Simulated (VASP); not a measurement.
# Si (Fd-3m) in VASP: notebook, part 2 of 2

VASP 6.6.1.

## Step 3: Single point, LDA (grid = ENCUT=250 dk=0.45 cell=2x2x1 ISMEAR=0 SIGMA=0.05 LREAL=Auto EDIFF=1e-06)

INCAR reads:

```
SYSTEM = Si
PREC = Accurate
ENCUT = 250
EDIFF = 1E-6
ISMEAR = 0
SIGMA = 0.05
LREAL = Auto
LASPH = .TRUE.
NELM = 120
ALGO = Fast
ISIF = 2
LWAVE = .FALSE.
LCHARG = .FALSE.
NBANDS = 22
```

KPOINTS reads:

```
Automatic mesh
0
G
  5 5 5
  0 0 0
```

POSCAR reads:

```
Si
1.0
    0.0000000000      5.4437023730      5.4437023730
    5.4437023730      0.0000000000      5.4437023730
    2.7218511865      2.7218511865      0.0000000000
Si
7
Direct
    0.2500000000      0.7500000000      0.5000000000
    0.7500000000      0.2500000000      0.5000000000
    0.7500000000      0.7500000000      0.5000000000
    0.3750000000      0.3750000000      0.7500000000
    0.3750000000      0.8750000000      0.7500000000
    0.8750000000      0.3750000000      0.7500000000
    0.8750000000      0.8750000000      0.7500000000
```

Potentials or basis: VASP PAW LDA potentials, release 64 (Si).

On the command line:

```sh
$ cat potpaw_LDA.64/Si/POTCAR > POTCAR
$ mpirun -np 1 vasp_std > vasp.out
```

OUTCAR:

```text
SYSTEM = Si
   PREC = Accurate
   ENCUT = 250
   EDIFF = 1E-6
   ISMEAR = 0
   LREAL = Auto
   LASPH = .TRUE.
   NELM = 120
   ISIF = 2

 Found     27 irreducible k-points:

 Following reciprocal coordinates:
            Coordinates               Weight
  0.000000  0.000000  0.000000      1.000000
  0.200000  0.000000  0.000000      4.000000
  0.400000  0.000000  0.000000      4.000000
  0.200000  0.200000  0.000000      2.000000
  0.400000  0.200000  0.000000      4.000000
 -0.400000  0.200000  0.000000      4.000000
   k-points           NKPTS =     27   k-points in BZ     NKDIM =     27   number of bands    NBANDS=     22
   number of dos      NEDOS =    301   number of ions     NIONS =      7
   total plane-waves  NPLWV =  32000
   dimension x,y,z NGX =    40 NGY =   40 NGZ =   20
   dimension x,y,z NGXF=    80 NGYF=   80 NGZF=   40
   ions per type =               7
   NGX,Y,Z   is equivalent  to a cutoff of   8.64,  8.64,  8.64 a.u.
   NGXF,Y,Z  is equivalent  to a cutoff of  17.28, 17.28, 17.28 a.u.
 SYSTEM =  Si
   PREC   = accura    normal or accurate (medium, high low for compatibility)
   ISTART =      0    job   : 0-new  1-cont  2-samecut
   ICHARG =      2    charge: 1-file 2-atom 10-const
   ISPIN  =      1    spin polarized calculation?
   LNONCOLLINEAR =      F non collinear calculations
   LSORBIT =      F    spin-orbit coupling
   LASPH  =      T    aspherical Exc in radial PAW
   ENCUT  =  250.0 eV  18.37 Ry    4.29 a.u.   9.93  9.93  4.96*2*pi/ulx,y,z
   NELM   =    120;   NELMIN=  2; NELMDL= -5     # of ELM steps
   EDIFF  = 0.1E-05   stopping-criterion for ELM
   LREAL  =      T    real-space projection
   EDIFFG = 0.1E-04   stopping-criterion for IOM
   NSW    =      0    number of steps for IOM
   IBRION =     -1    ionic relax: 0-MD 1-quasi-New 2-CG
   NFREE  =      0    steps in history (QN), initial steepest desc. (CG)
   ISIF   =      2    stress and relaxation
   ISYM   =      2    0-nonsym 1-usesym 2-fastsym
   POTIM  = 0.5000    time-step for ionic-motion
   TEBEG  =    0.0;   TEEND  =   0.0 temperature during run
   PSTRESS=    0.0 pullay stress
   NELECT =      28.0000    total number of electrons
   NUPDOWN=      -1.0000    fix difference up-down
   EMIN   =  10.00;   EMAX   =-10.00  energy-range for DOS
   EFERMI =   0.00;   METHOD = LEGACY
   ISMEAR =     0;   SIGMA  =   0.05  broadening in eV -4-tet -1-fermi 0-gaus
   EFERMI_NEDOS =   21; number of points for ismear=-14 and -15
   IALGO  =     68    algorithm
   IMIX   =      4    mixing-type and parameters
     AMIX     =   0.40;   BMIX     =  1.00
     AMIX_MAG =   1.60;   BMIX_MAG =  1.00
  volume/ion in A,a.u.               =      23.05       155.52
  Fermi-wavevector in a.u.,A,eV,Ry     =   0.913201  1.725700 11.346394  0.833936
  Thomas-Fermi vector in A             =   2.037685
   LORBIT       =      0    0 simple, 1 ext, 2 COOP (PROOUT), +10 PAW based schemes
   GGA     = CA    functional components
   LHFCALC =     F    Hartree Fock is set to
   AEXX    =    0.0000 exact exchange contribution
   IVDW    =     0    specifies the selected vdW correction
   LEPSILON=     F    determine dielectric tensor
   LRPA    =     F    only Hartree local field effects (RPA)
 non-spin polarized calculation
 RMM-DIIS sequential band-by-band and
 Gauss-broadening in eV      SIGMA  =   0.05
  energy-cutoff  :      250.00
  volume of cell :      161.32
 maximum number of plane-waves:      1462
   NGX = 19   NGY = 19   NGZ =  9

 number of electron      28.0000011 magnetization

 Free energy of the ion-electron system (eV)
  ---------------------------------------------------
  ext. energy  EPLUGINS =         0.00000000
  ---------------------------------------------------
  free energy    TOTEN  =       -38.49448085 eV

  energy without entropy =      -38.49345354  energy(sigma->0) =      -38.49396719

 E-fermi :   4.3877     XC(G=0):  -9.0918

 val. band max:        4.3142985643   @ k =   0.4000   0.2000   0.4000
 cond. band min:       4.4068935438   @ k =   0.0000   0.0000   0.2000
 fundamental gap:      0.0925949795
 Fermi energy:         4.3876619332

 k-point     1 :       0.0000    0.0000    0.0000
  band No.  band energies     occupation
      1      -7.0814      2.00000
      2      -5.0693      2.00000
      3      -4.3529      2.00000
      4      -3.1180      2.00000
      5      -2.3793      2.00000
      6      -1.9923      2.00000
[... 14 lines left out ...]
     21       7.3669      0.00000
     22       7.5144      0.00000

 k-point     2 :       0.2000    0.0000    0.0000
  band No.  band energies     occupation
      1      -6.9741      2.00000
      2      -5.3237      2.00000
      3      -4.5273      2.00000
      4      -3.1010      2.00000
      5      -2.0961      2.00000
      6      -1.6086      2.00000
[... 14 lines left out ...]
     21       7.6291      0.00000
     22       7.7566      0.00000

 k-point     3 :       0.4000    0.0000    0.0000
  band No.  band energies     occupation
      1      -6.7047      2.00000
      2      -5.8454      2.00000
      3      -4.6215      2.00000
      4      -3.2042      2.00000
      5      -1.6896      2.00000
      6      -0.6197      2.00000
[... 14 lines left out ...]
     21       8.0113      0.00000
     22       8.3528      0.00000

 k-point     4 :       0.2000    0.2000    0.0000
  band No.  band energies     occupation
      1      -6.9312      2.00000
      2      -5.1522      2.00000
      3      -4.9104      2.00000
      4      -3.1720      2.00000
      5      -1.7612      2.00000
      6      -1.6507      2.00000
[... 14 lines left out ...]
     21       7.8364      0.00000
     22       7.8551      0.00000

 k-point     5 :       0.4000    0.2000    0.0000
  band No.  band energies     occupation
      1      -6.6943      2.00000
      2      -5.6698      2.00000
      3      -4.9550      2.00000
      4      -3.1896      2.00000
      5      -1.6110      2.00000
      6      -0.6556      2.00000
[... 14 lines left out ...]
     21       7.9700      0.00000
     22       8.3033      0.00000

 k-point     6 :      -0.4000    0.2000    0.0000
  band No.  band energies     occupation
      1      -6.5262      2.00000
      2      -5.9901      2.00000
      3      -4.9229      2.00000
      4      -2.9923      2.00000
      5      -1.6322      2.00000
      6      -0.0768      2.00000
[... 14 lines left out ...]
     21       8.2233      0.00000
     22       8.7739      0.00000

 [... further k-points ...]

------------------------ aborting loop because EDIFF is reached ----------------------------------------

  FORCE on cell =-STRESS in cart. coord.  units (eV):
  Direction    XX          YY          ZZ          XY          YZ          ZX
  --------------------------------------------------------------------------------------
  -------------------------------------------------------------------------------------
  Total       -4.7192933     -4.7192933     -4.5765072      0.7812588      0.0000000      0.0000000
  in kB      -46.8710233    -46.8710233    -45.4529017      7.7592972      0.0000000      0.0000000
  external PRESSURE =     -46.3983161 kB  Pullay stress =       0.0000000 kB

 VOLUME and BASIS-vectors are now :
 -----------------------------------------------------------------------------
  energy-cutoff  :      250.00
  volume of cell :      161.32
      direct lattice vectors                 reciprocal lattice vectors
     0.000000000  5.443702373  5.443702373    -0.091849254  0.091849254  0.091849254
     5.443702373  0.000000000  5.443702373     0.091849254 -0.091849254  0.091849254
     2.721851186  2.721851186  0.000000000     0.183698507  0.183698507 -0.183698507

 POSITION                                       TOTAL-FORCE (eV/Angst)
 -----------------------------------------------------------------------------------
      5.44370      2.72185      5.44370         0.054184     -0.054184      0.268652
      2.72185      5.44370      5.44370        -0.054184      0.054184      0.268652
      5.44370      5.44370      8.16555        -0.000000      0.000000      0.137580
      4.08278      4.08278      4.08278        -0.000000      0.000000     -0.578420
      6.80463      4.08278      6.80463         0.034638     -0.034638     -0.032395
      4.08278      6.80463      6.80463        -0.034638      0.034638     -0.032395
      6.80463      6.80463      9.52648        -0.000000      0.000000     -0.031674
 -----------------------------------------------------------------------------------
    total drift:                                0.000001      0.000001     -0.000066

  FREE ENERGIE OF THE ION-ELECTRON SYSTEM (eV)
  ---------------------------------------------------
  free  energy   TOTEN  =       -38.4944808493 eV

  energy  without entropy=      -38.4934535380  energy(sigma->0) =      -38.49396719
```

Wall time 47 s (1 thread of Intel Xeon Platinum 8259CL at 2.50GHz (Skylake/Cascade Lake), shared host); peak memory 0.15 GiB.

The run converged, but some of its settings lie outside the range that counts as converged, so its numbers aren't taken as properties of the crystal.

Results:

```yaml
Free_energy: -38.4945 eV
Largest_force: 0.578 eV/Å
Band_gap_on_the_k_mesh: none (metal or under the smearing width)
```

Caveat: the k mesh is coarse (spacing up to 0.40 Å⁻¹), so the values aren't converged; the cutoff is under 1.25 times the usual one of these potentials, so pressure, stress and relaxed cells hold a basis-set (Pulay) error.

## Step 4: Single point, LDA (grid = ENCUT=300 dk=0.45 cell=2x2x1 ISMEAR=0 SIGMA=0.05 LREAL=Auto EDIFF=1e-06)

INCAR: that of step 3 with these lines changed.

```diff
@@ -2,3 +2,3 @@
 PREC = Accurate
-ENCUT = 250
+ENCUT = 300
 EDIFF = 1E-6
```

KPOINTS is that of step 3.

POSCAR is that of step 3.

Potentials or basis: VASP PAW LDA potentials, release 64 (Si).

On the command line:

```sh
$ cat potpaw_LDA.64/Si/POTCAR > POTCAR
$ mpirun -np 1 vasp_std > vasp.out
```

OUTCAR:

```text
SYSTEM = Si
   PREC = Accurate
   ENCUT = 300
   EDIFF = 1E-6
   ISMEAR = 0
   LREAL = Auto
   LASPH = .TRUE.
   NELM = 120
   ISIF = 2

 Found     27 irreducible k-points:

 Following reciprocal coordinates:
            Coordinates               Weight
  0.000000  0.000000  0.000000      1.000000
  0.200000  0.000000  0.000000      4.000000
  0.400000  0.000000  0.000000      4.000000
  0.200000  0.200000  0.000000      2.000000
  0.400000  0.200000  0.000000      4.000000
 -0.400000  0.200000  0.000000      4.000000
   k-points           NKPTS =     27   k-points in BZ     NKDIM =     27   number of bands    NBANDS=     22
   number of dos      NEDOS =    301   number of ions     NIONS =      7
   total plane-waves  NPLWV =  55296
   dimension x,y,z NGX =    48 NGY =   48 NGZ =   24
   dimension x,y,z NGXF=    96 NGYF=   96 NGZF=   48
   ions per type =               7
   NGX,Y,Z   is equivalent  to a cutoff of  10.37, 10.37, 10.37 a.u.
   NGXF,Y,Z  is equivalent  to a cutoff of  20.73, 20.73, 20.73 a.u.
 SYSTEM =  Si
   PREC   = accura    normal or accurate (medium, high low for compatibility)
   ISTART =      0    job   : 0-new  1-cont  2-samecut
   ICHARG =      2    charge: 1-file 2-atom 10-const
   ISPIN  =      1    spin polarized calculation?
   LNONCOLLINEAR =      F non collinear calculations
   LSORBIT =      F    spin-orbit coupling
   LASPH  =      T    aspherical Exc in radial PAW
   ENCUT  =  300.0 eV  22.05 Ry    4.70 a.u.  10.87 10.87  5.44*2*pi/ulx,y,z
   NELM   =    120;   NELMIN=  2; NELMDL= -5     # of ELM steps
   EDIFF  = 0.1E-05   stopping-criterion for ELM
   LREAL  =      T    real-space projection
   EDIFFG = 0.1E-04   stopping-criterion for IOM
   NSW    =      0    number of steps for IOM
   IBRION =     -1    ionic relax: 0-MD 1-quasi-New 2-CG
   NFREE  =      0    steps in history (QN), initial steepest desc. (CG)
   ISIF   =      2    stress and relaxation
   ISYM   =      2    0-nonsym 1-usesym 2-fastsym
   POTIM  = 0.5000    time-step for ionic-motion
   TEBEG  =    0.0;   TEEND  =   0.0 temperature during run
   PSTRESS=    0.0 pullay stress
   NELECT =      28.0000    total number of electrons
   NUPDOWN=      -1.0000    fix difference up-down
   EMIN   =  10.00;   EMAX   =-10.00  energy-range for DOS
   EFERMI =   0.00;   METHOD = LEGACY
   ISMEAR =     0;   SIGMA  =   0.05  broadening in eV -4-tet -1-fermi 0-gaus
   EFERMI_NEDOS =   21; number of points for ismear=-14 and -15
   IALGO  =     68    algorithm
   IMIX   =      4    mixing-type and parameters
     AMIX     =   0.40;   BMIX     =  1.00
     AMIX_MAG =   1.60;   BMIX_MAG =  1.00
  volume/ion in A,a.u.               =      23.05       155.52
  Fermi-wavevector in a.u.,A,eV,Ry     =   0.913201  1.725700 11.346394  0.833936
  Thomas-Fermi vector in A             =   2.037685
   LORBIT       =      0    0 simple, 1 ext, 2 COOP (PROOUT), +10 PAW based schemes
   GGA     = CA    functional components
   LHFCALC =     F    Hartree Fock is set to
   AEXX    =    0.0000 exact exchange contribution
   IVDW    =     0    specifies the selected vdW correction
   LEPSILON=     F    determine dielectric tensor
   LRPA    =     F    only Hartree local field effects (RPA)
 non-spin polarized calculation
 RMM-DIIS sequential band-by-band and
 Gauss-broadening in eV      SIGMA  =   0.05
  energy-cutoff  :      300.00
  volume of cell :      161.32
 maximum number of plane-waves:      1951
 NGX is ok and might be reduce to    48
   NGX = 21   NGY = 21   NGZ = 11

 number of electron      27.9999995 magnetization

 Free energy of the ion-electron system (eV)
  ---------------------------------------------------
  ext. energy  EPLUGINS =         0.00000000
  ---------------------------------------------------
  free energy    TOTEN  =       -38.54550883 eV

  energy without entropy =      -38.54447397  energy(sigma->0) =      -38.54499140

 E-fermi :   4.3828     XC(G=0):  -9.0915

 val. band max:        4.3098681379   @ k =   0.4000   0.2000   0.4000
 cond. band min:       4.4018833317   @ k =   0.0000   0.0000   0.2000
 fundamental gap:      0.0920151938
 Fermi energy:         4.3827805769

 k-point     1 :       0.0000    0.0000    0.0000
  band No.  band energies     occupation
      1      -7.0806      2.00000
      2      -5.0682      2.00000
      3      -4.3522      2.00000
      4      -3.1178      2.00000
      5      -2.3800      2.00000
      6      -1.9925      2.00000
[... 14 lines left out ...]
     21       7.3532      0.00000
     22       7.4999      0.00000

 k-point     2 :       0.2000    0.0000    0.0000
  band No.  band energies     occupation
      1      -6.9732      2.00000
      2      -5.3228      2.00000
      3      -4.5268      2.00000
      4      -3.1014      2.00000
      5      -2.0966      2.00000
      6      -1.6090      2.00000
[... 14 lines left out ...]
     21       7.6186      0.00000
     22       7.7480      0.00000

 k-point     3 :       0.4000    0.0000    0.0000
  band No.  band energies     occupation
      1      -6.7037      2.00000
      2      -5.8447      2.00000
      3      -4.6210      2.00000
      4      -3.2050      2.00000
      5      -1.6904      2.00000
      6      -0.6208      2.00000
[... 14 lines left out ...]
     21       7.9989      0.00000
     22       8.3391      0.00000

 k-point     4 :       0.2000    0.2000    0.0000
  band No.  band energies     occupation
      1      -6.9303      2.00000
      2      -5.1513      2.00000
      3      -4.9097      2.00000
      4      -3.1728      2.00000
      5      -1.7614      2.00000
      6      -1.6511      2.00000
[... 14 lines left out ...]
     21       7.8315      0.00000
     22       7.8706      0.00000

 k-point     5 :       0.4000    0.2000    0.0000
  band No.  band energies     occupation
      1      -6.6933      2.00000
      2      -5.6689      2.00000
      3      -4.9543      2.00000
      4      -3.1905      2.00000
      5      -1.6116      2.00000
      6      -0.6567      2.00000
[... 14 lines left out ...]
     21       7.9574      0.00000
     22       8.2906      0.00000

 k-point     6 :      -0.4000    0.2000    0.0000
  band No.  band energies     occupation
      1      -6.5251      2.00000
      2      -5.9892      2.00000
      3      -4.9223      2.00000
      4      -2.9932      2.00000
      5      -1.6331      2.00000
      6      -0.0783      2.00000
[... 14 lines left out ...]
     21       8.2119      0.00000
     22       8.7613      0.00000

 [... further k-points ...]

------------------------ aborting loop because EDIFF is reached ----------------------------------------

  FORCE on cell =-STRESS in cart. coord.  units (eV):
  Direction    XX          YY          ZZ          XY          YZ          ZX
  --------------------------------------------------------------------------------------
  -------------------------------------------------------------------------------------
  Total       -4.6446486     -4.6446486     -4.5009029      0.7820656      0.0000000      0.0000000
  in kB      -46.1296682    -46.1296682    -44.7020156      7.7673104      0.0000000      0.0000000
  external PRESSURE =     -45.6537840 kB  Pullay stress =       0.0000000 kB

 VOLUME and BASIS-vectors are now :
 -----------------------------------------------------------------------------
  energy-cutoff  :      300.00
  volume of cell :      161.32
      direct lattice vectors                 reciprocal lattice vectors
     0.000000000  5.443702373  5.443702373    -0.091849254  0.091849254  0.091849254
     5.443702373  0.000000000  5.443702373     0.091849254 -0.091849254  0.091849254
     2.721851186  2.721851186  0.000000000     0.183698507  0.183698507 -0.183698507

 POSITION                                       TOTAL-FORCE (eV/Angst)
 -----------------------------------------------------------------------------------
      5.44370      2.72185      5.44370         0.054251     -0.054251      0.268911
      2.72185      5.44370      5.44370        -0.054251      0.054251      0.268911
      5.44370      5.44370      8.16555         0.000000      0.000000      0.137988
      4.08278      4.08278      4.08278         0.000000      0.000000     -0.564139
      6.80463      4.08278      6.80463         0.027803     -0.027803     -0.040092
      4.08278      6.80463      6.80463        -0.027803      0.027803     -0.040092
      6.80463      6.80463      9.52648        -0.000000     -0.000000     -0.031487
 -----------------------------------------------------------------------------------
    total drift:                                0.000001      0.000001     -0.000073

  FREE ENERGIE OF THE ION-ELECTRON SYSTEM (eV)
  ---------------------------------------------------
  free  energy   TOTEN  =       -38.5455088283 eV

  energy  without entropy=      -38.5444739711  energy(sigma->0) =      -38.54499140
```

Run time: 70 s. Hardware: 1 thread of Intel Xeon Platinum 8259CL at 2.50GHz (Skylake/Cascade Lake), shared host; peak memory 0.18 GiB.

The run converged, but some of its settings lie outside the range that counts as converged, so its numbers aren't taken as properties of the crystal.

What came out:

```
Free energy            : -38.5455 eV
Pressure               : -4.6 GPa
Largest force          : 0.564 eV/Å
Band gap on the k mesh : none (metal or under the smearing width)
```

Caveat: the k mesh is coarse (spacing up to 0.40 Å⁻¹), so the values aren't converged; the cutoff is under 1.25 times the usual one of these potentials, so pressure, stress and relaxed cells hold a basis-set (Pulay) error.
